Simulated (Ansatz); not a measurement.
# FeO (I4/mmm) in Ansatz: reference runs, part 2 of 2

Ansatz 0.2.0. The steps go on from the part before.

### 4 Single point, PBEsol, collinear spin, ferromagnetic start (atoms moved at random, drawn with an rms of 0.05 Å)

Input file input.yaml:

```yaml
crystal:
  lattice:
    - [-1.602103413, 1.602103413, 2.08339225]
    - [1.602103413, -1.602103413, 2.08339225]
    - [1.602103413, 1.602103413, -2.08339225]
  atoms:
    - { symbol: Fe, position: [0.000111, 0.003767, -0.003933], spin: 3.0 }
    - { symbol: O, position: [0.503927, 0.50376, 0.014744] }
kpoints:
  mp_grid: { grid: [12, 12, 12] }
scf:
  occupations: { method: fermi_dirac, width: 0.05 }
hamiltonian:
  xc: pbesol
  pseudopotentials: { kind: all_electron, lapw: { basis_error: 0.001 } }
magnetization:
  spin_polarized: true
output:
  forces: true
  stress: true
  eigenvalues: true
  populations: true
```

Potentials or basis: all-electron LAPW, scalar-relativistic.

Run with:

```
ansatz run input.yaml --threads 2 --pin off --max-ram 6144MiB --backend cpu --events-out ev --progress --plain --runs-dir out
```

Standard output:

```text
Warning: RAYON_NUM_THREADS=2 ignored (pool sized by the plan → 2); use --threads N
Fe: projections on atomic orbitals take those of the free atom 1s2 2s2 2p6 3s2 3p6 3d6 4s2, of charge +0.00 (hamiltonian.pseudopotentials.projection_atoms)
O: projections on atomic orbitals take those of the free atom 1s2 2s2 2p4, of charge +0.00 (hamiltonian.pseudopotentials.projection_atoms)
LAPW: plane waves up to 10.090 Å⁻¹, error target 1.0e-3 eV per atom; small_component_spin mean_spin; O in spheres of 0.931 Å, 8 of its electrons in bands, Dirac shells []; Fe in spheres of 1.121 Å, 16 of its electrons in bands, Dirac shells [] (how accurate: hamiltonian.pseudopotentials.lapw.basis_error, Limitations)
Engine: ansatz 0.2.0, aarch64-unknown-linux-gnu
Pseudopotentials: kind: all_electron
Pseudopotential: Fe, LAPW, valence charge 16, lapw/all_electron/scalar/gaussian/Fe, Koelling and Harmon's equation, gaussian nucleus
Pseudopotential: O, LAPW, valence charge 8, lapw/all_electron/scalar/gaussian/O, Koelling and Harmon's equation, gaussian nucleus
Functional definition: PBEsol
  exchange = pbesol_x
  correlation = pbesol_c
Crystal: 2 atoms, lattice volume = 21.390 Å³
Basis set: ecut = 387.85350428619677 eV, 371 PW (Γ), exchange–correlation at level 2
Bands: 18, of which v1, the nominal top of the filled ones, is band 12 counted from 1 (11 counted from 0)
Symmetry: 1 space group operations
Space group: P1 (ITA 1), of the structure as read, at distance tolerance 2.8e-5 Å
Magnetic group: BNS 1.1 (UNI 1), of the structure as read, at distance tolerance 2.8e-5 Å
k-points: 868 of 1728 (time reversal used)
Non-local potential: Fe, projectors of the file, none
Non-local potential: O, projectors of the file, none
Initial density: superposition of atomic densities (chi_scale 0.1, normalization cell, long waves kept (reshape's long-wave potential 0.00 eV rms))
Starting moments: Σ|m| = 3 μB on 1 of 2 sites
Initial wavefunctions: plane waves of lowest kinetic energy (no species holds an atomic orbital)
Functional: x = pbesol(κ = 0.804, μ = 0.12345679012345678), c = pbesol(β = 0.046)
iter 1 solved again at ethr=8.46e-3 eV; its pass at ethr=1.00e-1 eV (dr2=2.03e0 eV) is discarded
SCF iter   1: F=—  HF=-36644.310028 eV  |F-HF|=—  |Δ(HF+E_count)|=         —  Δρ=6.42e-2 (↑5.74e-2 ↓6.42e-2)  dr2=2.03e0  dr2_m=3.40e-1  M=4.014 μB ∫|m|=4.015 μB  β_m=0.30  ethr=8.46e-3  ⟨swp⟩=2.0  Hψ=195643  notcnv=0
Mixer restart at iter 1: flushing history
preconditioner: auto → Kerker (q_TF=auto, 2.781 Å⁻¹)  [metal: Δε(μ)=0.002 eV  Ē_g=13.519 eV  σ=0.050 eV  W_gap=0.01  n_scr=12 (ndim 8)  ℏωp=30.0 eV  f_vac=0.000  D(μ)=1.58/eV (n_scr^D=14)]
spin=Collinear: Kerker preconditioning applied to the charge; magnetization (m = ρ↑ − ρ↓) channel mixes plain (no charge-response kernel on spin).
SCF iter   2: F=—  HF=-36643.427470 eV  |F-HF|=—  |Δ(HF+E_count)|=   8.83e-1  Δρ=3.49e-2 (↑3.49e-2 ↓3.38e-2)  dr2=4.60e-1  dr2_m=1.49e-1  M=4.002 μB ∫|m|=4.003 μB  β_m=0.47  ethr=8.46e-3  ⟨swp⟩=2.0  Hψ=92109  notcnv=0
SCF iter   3: F=—  HF=-36643.352284 eV  |F-HF|=—  |Δ(HF+E_count)|=   7.52e-2  Δρ=1.83e-2 (↑1.74e-2 ↓1.83e-2)  dr2=2.61e-1  dr2_m=1.79e-2  M=4.010 μB ∫|m|=4.014 μB  β_m=0.49  ethr=1.92e-3  ⟨swp⟩=2.0  Hψ=93669  notcnv=0
iter 4 solved again at ethr=5.25e-5 eV; its pass at ethr=1.09e-3 eV (dr2=1.26e-2 eV) is discarded
SCF iter   4: F=—  HF=-36643.277675 eV  |F-HF|=—  |Δ(HF+E_count)|=         —  Δρ=5.79e-3 (↑5.79e-3 ↓3.07e-3)  dr2=1.26e-2  dr2_m=1.58e-3  M=4.001 μB ∫|m|=4.009 μB  β_m=0.49  ethr=5.25e-5  ⟨swp⟩=2.0  Hψ=153623  notcnv=0
Mixer restart at iter 4: flushing history
the basis was enlarged: its passes take 643.9 KiB over the memory plan, 2 of 2 planned eigensolver slots
SCF iter   5: F=—  HF=-36643.279783 eV  |F-HF|=—  |Δ(HF+E_count)|=   2.11e-3  Δρ=4.30e-3 (↑4.30e-3 ↓2.27e-3)  dr2=1.15e-2  dr2_m=3.76e-4  M=4.002 μB ∫|m|=4.011 μB  β_m=0.54  ethr=5.24e-5  ⟨swp⟩=2.0  Hψ=85926  notcnv=0
SCF iter   6: F=—  HF=-36643.278812 eV  |F-HF|=—  |Δ(HF+E_count)|=   9.71e-4  Δρ=2.67e-3 (↑2.67e-3 ↓1.43e-3)  dr2=3.44e-3  dr2_m=2.36e-4  M=4.001 μB ∫|m|=4.011 μB  β_m=0.77  ethr=4.79e-5  ⟨swp⟩=2.0  Hψ=84042  notcnv=0
SCF iter   7: F=—  HF=-36643.279287 eV  |F-HF|=—  |Δ(HF+E_count)|=   4.75e-4  Δρ=2.74e-4 (↑1.75e-4 ↓2.74e-4)  dr2=4.40e-5  dr2_m=1.51e-6  M=4.001 μB ∫|m|=4.012 μB  β_m=0.89  ethr=1.43e-5  ⟨swp⟩=2.0  Hψ=84302  notcnv=0
SCF iter   8: F=—  HF=-36643.279298 eV  |F-HF|=—  |Δ(HF+E_count)|=   1.14e-5  Δρ=6.06e-5 (↑3.99e-5 ↓6.06e-5)  dr2=2.11e-6  dr2_m=4.85e-8  M=4.001 μB ∫|m|=4.012 μB  β_m=0.94  ethr=1.83e-7  ⟨swp⟩=2.0  Hψ=84290  notcnv=0
SCF iter   9: F=—  HF=-36643.279299 eV  |F-HF|=—  |Δ(HF+E_count)|=   6.30e-7  Δρ=1.86e-5 (↑1.60e-5 ↓1.86e-5)  dr2=1.90e-7  dr2_m=1.56e-9  M=4.001 μB ∫|m|=4.012 μB  β_m=0.76  ethr=8.80e-9  ⟨swp⟩=3.0  Hψ=88304  notcnv=0
SCF iter  10: F=—  HF=-36643.279299 eV  |F-HF|=—  |Δ(HF+E_count)|=   1.07e-7  Δρ=7.55e-6 (↑7.04e-6 ↓7.55e-6)  dr2=5.13e-8  dr2_m=2.48e-10  M=4.001 μB ∫|m|=4.012 μB  β_m=0.88  ethr=7.90e-10  ⟨swp⟩=2.9  Hψ=87850  notcnv=0
SCF iter  11: F=-36643.279299 eV  HF=-36643.279299 eV  |F-HF|=2.98e-10  |Δ(HF+E_count)|=   9.45e-9  Δρ=1.66e-6 (↑1.66e-6 ↓1.61e-6)  dr2=2.40e-9  dr2_m=1.20e-11  M=4.001 μB ∫|m|=4.012 μB  ethr=2.14e-10  ⟨swp⟩=2.0  Hψ=84279  notcnv=0
SCF 1 converged in 11 iterations: F = -36643.279299 eV  dr2 = 2.40e-9
SCF converged after 11 iterations
Magnetization: 4.0012 μB (14.0006 up, 9.9994 down)
Absolute magnetization: 4.0121 μB (∫|ρ↑−ρ↓|)
Spin contamination: 0.0126 ħ² per cell (⟨S²⟩ above its minimum at these occupations)
Per-site moments (μB) at R_I (Å): [(3.5802022135435756, 1.1214919971969006), (0.3118558971819403, 0.931378818127894)]
Free energy (F): -36643.279299 eV
Harris-Foulkes:  -36643.279299 eV  (|F-HF|=2.98e-10)
Internal energy: -36643.266373 eV  (E = F + TS)
E sigma→0 (E₀):  -36643.272836 eV
Entropy (-TS):   -0.012925 eV (-6.463 meV/atom)
Fermi energy:    13.359046 eV
--- Per-component energies (eV) ---
  E_band       = -1274.741561
  E_kinetic    = 37105.285489
  E_xc         = -1715.550004
  E_electrostatic = -72033.001858  (all electrons and nuclei)
  E_smearing   = -0.012925  (= −TS)
  E_closure    = 0.000000  (closes the sum)
  E_atoms      = -36626.719027  (free atoms, spherical and without spin; not in F)
  Σ components = -36643.279299   (vs F -36643.279299, Δ=0.00e0)
  Basis errors (estimates in eV, not in F): energy 4.2e-4 per atom: plane waves 3.8e-4 (2.1e-4 summed), levels above the bands 4.9e-115, relativity 3.7e-8, radial functions 4.4e-5, core shells 9.8e-8; eigenvalues (radial functions only) 2.8e-5; not estimated: angular momenta, meshes, grids; target (lapw.basis_error) 1.0e-3; muffin-tin radii O 0.931 Å, Fe 1.121 Å
--- Forces (eV/Å), atoms counted from 1 ---
  atom   1  Fe    -0.00482463    -0.00727949    -0.14616761
  atom   2  O      0.00482466     0.00728011     0.14616713
  max |Σ_I F_I| component: 6.24e-7 eV/Å
--- Stress (GPa, compression-positive) ---
      -17.135348       0.108281       0.034854
        0.108281     -17.143171       0.052815
        0.034854       0.052815     -13.732065
  P = ⅓ Tr σ = -16.0035 GPa (-160.035 kbar)
--- Band table (eV; the first three rows and the last of 1736) ---
  k-point 0 ↑: bands = ["-492.0917", "-76.2461", "-42.4228", "-42.4040", "-42.4023", "-6.9332", "9.2369", "9.3651", "9.3974", "9.5643", "9.6580", "9.8196", "9.8886", "9.9636", "13.0614", "28.2065", "29.6288", "29.6457"]
  k-point 1 ↑: bands = ["-492.0917", "-76.2458", "-42.4239", "-42.4049", "-42.4044", "-6.8601", "8.3695", "9.0109", "9.2469", "9.4607", "9.6819", "9.9447", "10.1858", "10.6428", "13.6431", "27.1139", "28.7741", "29.2563"]
  k-point 2 ↑: bands = ["-492.0917", "-76.2449", "-42.4271", "-42.4116", "-42.4062", "-6.6642", "7.2489", "8.6945", "8.9754", "9.3004", "9.7596", "10.2823", "10.5056", "10.9943", "15.0241", "25.9018", "26.5286", "27.6719"]
  k-point 867 ↓: bands = ["-491.8122", "-72.1392", "-38.4387", "-38.4379", "-38.4116", "-5.2290", "6.9031", "8.9211", "8.9271", "11.3956", "14.0838", "14.0849", "14.0956", "14.4207", "19.4247", "22.6832", "24.1015", "27.4642"]
--- Löwdin populations: 2 sites ---
  site symbol       q [e]    m [muB]
     0     Fe     24.8568     3.6338
     1      O      9.0036     0.3738
  spilling = 0.004106 (of n_electrons = 34.000000)
```

populations.tsv:

```text
# site	symbol	l	j	q_up	q_dn
# orbitals = lowdin
# n_electrons = 34.000000
# spilling = 0.004106
# projection_atom_Fe: 1s2 2s2 2p6 3s2 3p6 3d6 4s2
# projection_atom_O: 1s2 2s2 2p4
0	Fe	0_1S	-	0.999997	0.999997
0	Fe	0_2S	-	0.999841	0.999845
0	Fe	0_3S	-	0.995871	0.996068
0	Fe	0_4S	-	0.270418	0.236447
0	Fe	1_2P	-	2.999994	2.999998
0	Fe	1_3P	-	2.999375	2.998865
0	Fe	2_3D	-	4.979816	1.380263
1	O	0_1S	-	0.999708	0.999581
1	O	0_2S	-	0.944417	0.907294
1	O	1_2P	-	2.744556	2.408045
```

Wall time 4.6 min (2 threads of Arm Neoverse V1, shared host); peak memory 2 GiB.

What came out:

```
Free energy            : -36643.2793 eV
Pressure               : -16.0 GPa
Largest force          : 0.146 eV/Å
Band gap on the k mesh : none (metal or under the smearing width)
Net moment             : 4.00 μB per cell
Absolute moment        : 4.01 μB per cell
Site moments           : Fe +3.58; O +0.31 μB
Loewdin charges        : Fe +1.14; O -1.00 e
```

Forces in eV/Å, atoms in the order of the input:
```
Fe  -0.005 -0.007 -0.146
O    0.005  0.007  0.146
```

Levels at points of the mesh, in eV from the Fermi level:
Spin up:
```csv
k point,band 12,band 13,band 14,band 15,band 16,band 17
"(0.00, 0.00, 0.00)",-3.54,-3.47,-3.40,-0.30,14.85,16.27
"(0.00, 0.00, -0.50)",-2.88,-2.87,-2.79,4.63,7.75,10.60
"(0.00, -0.50, 0.00)",-2.51,-0.84,-0.23,3.64,7.72,10.97
"(0.00, -0.50, -0.50)",-2.51,-0.83,-0.21,3.64,7.72,10.96
"(-0.50, 0.00, 0.00)",-2.51,-0.84,-0.23,3.64,7.72,10.96
"(-0.50, 0.00, -0.50)",-2.51,-0.84,-0.21,3.64,7.72,10.96
"(-0.50, -0.50, 0.00)",-2.88,-2.86,-2.79,4.64,7.73,10.59
"(-0.50, -0.50, -0.50)",-2.84,-2.84,-2.76,4.75,8.78,9.55
```
Spin down:
| k point | band 7 | band 8 | band 9 | band 10 | band 11 | band 12 | band 13 | band 14 |
| --- | --- | --- | --- | --- | --- | --- | --- | --- |
| (0.00, 0.00, 0.00) | -3.41 | -3.09 | -3.08 | -0.73 | -0.72 | -0.43 | -0.32 | 0.07 |
| (0.00, 0.00, -0.50) | -6.64 | -4.46 | -3.91 | -1.86 | 0.54 | 0.55 | 0.80 | 1.03 |
| (0.00, -0.50, 0.00) | -7.66 | -5.01 | -4.84 | 0.26 | 0.52 | 0.63 | 2.21 | 2.79 |
| (0.00, -0.50, -0.50) | -7.66 | -5.02 | -4.85 | 0.26 | 0.52 | 0.64 | 2.23 | 2.82 |
| (-0.50, 0.00, 0.00) | -7.66 | -5.01 | -4.85 | 0.26 | 0.52 | 0.63 | 2.22 | 2.78 |
| (-0.50, 0.00, -0.50) | -7.66 | -5.02 | -4.85 | 0.26 | 0.52 | 0.64 | 2.21 | 2.82 |
| (-0.50, -0.50, 0.00) | -6.64 | -4.48 | -3.92 | -1.84 | 0.55 | 0.55 | 0.80 | 1.04 |
| (-0.50, -0.50, -0.50) | -6.46 | -4.44 | -4.43 | -1.96 | 0.72 | 0.73 | 0.74 | 1.06 |

Caveat: the atomic charges don't sum to the cell's charge; a cell with one magnetic atom can't hold antiferromagnetic order, which such compounds often take; semilocal functionals often make such compounds metallic where correlation or magnetic order opens a gap, which also shifts bond lengths.

### 5 Overview

| task | cell | cutoff (eV) | basis error allowed | gap on the mesh (eV) | pressure (GPa) | moment (μB) |
| --- | --- | --- | --- | --- | --- | --- |
| single point | as given | 376 | 0.001 eV/atom | none | -16.2 | 4.00 |
| equation of state | as given | - | 0.0005 eV/atom | - | - | - |
| single point | atoms moved at random, drawn with an rms of 0.05 Å | 388 | 0.001 eV/atom | none | -16.0 | 4.00 |

Alike in all rows: level PBEsol; potentials or basis all-electron LAPW, scalar-relativistic; spin collinear, ferromagnetic start; k mesh 12 × 12 × 12; smearing fermi-dirac 0.05 eV.

Caveats: a cell with one magnetic atom can't hold antiferromagnetic order, which such compounds often take (some runs); semilocal functionals often make such compounds metallic where correlation or magnetic order opens a gap, which also shifts bond lengths (some runs); so large a pressure means that the cell lies far from this level's equilibrium, or that cutoff or potentials fall short (some runs); the minimum lies outside the volumes run (some runs).

Compare energies only between runs with the same functional and basis.
